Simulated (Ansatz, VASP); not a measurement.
**Pt2Se: VASP beside Ansatz**

```xyz
6
Lattice="4.8062 0.0000 0.0000 0.0000 5.8660 0.0000 0.0000 0.0000 3.6619" Properties=species:S:1:pos:R:3 pbc="T T T"
Pt    0.9632    2.2214    0.0000
Pt    3.8431    3.6445    0.0000
Pt    3.3663    0.7115    1.8310
Pt    1.4399    5.1544    1.8310
Se    0.0000    0.0000    0.0000
Se    2.4031    2.9330    1.8310
```

Alike in both runs: task single point; functional PBE; k mesh 4 × 4 × 6; occupations gaussian, width 0.1 eV; no spin polarisation.

```csv
,VASP,Ansatz
version,VASP 6.6.1,Ansatz 0.2.0
potentials or method,"VASP PAW PBE potentials, release 64 (Pt, Se)","scalar-relativistic, plane waves, PAW"
plane-wave cutoff (eV),520,420
valence electrons in the cell,52,104
```

|  | VASP | Ansatz | Ansatz less VASP |
| --- | --- | --- | --- |
| gap on the k mesh at the Fermi level (eV) | none | none | - |
| pressure (GPa) | 27.5 | 27.5 | 0.00 |
| largest component of the traceless stress (GPa) | 4.73 | 4.89 | +0.161 |
| rms of the force components (eV/Å) | 1.201 | 1.233 | +0.0323 |

Atom by atom the forces differ by 0.033 eV/Å (rms over components). A gap of «none» marks a metal or a gap that the smearing closes. The two sets of potentials don't hold the same shells in valence.

Caveats: so large a pressure means that the cell lies far from this level's equilibrium, or that cutoff or potentials fall short (VASP); forces of over 1 eV/Å show positions far from the minimum, so gaps and moduli don't describe the material at rest. Spin-orbit coupling is left out, which matters for the levels of Pt.
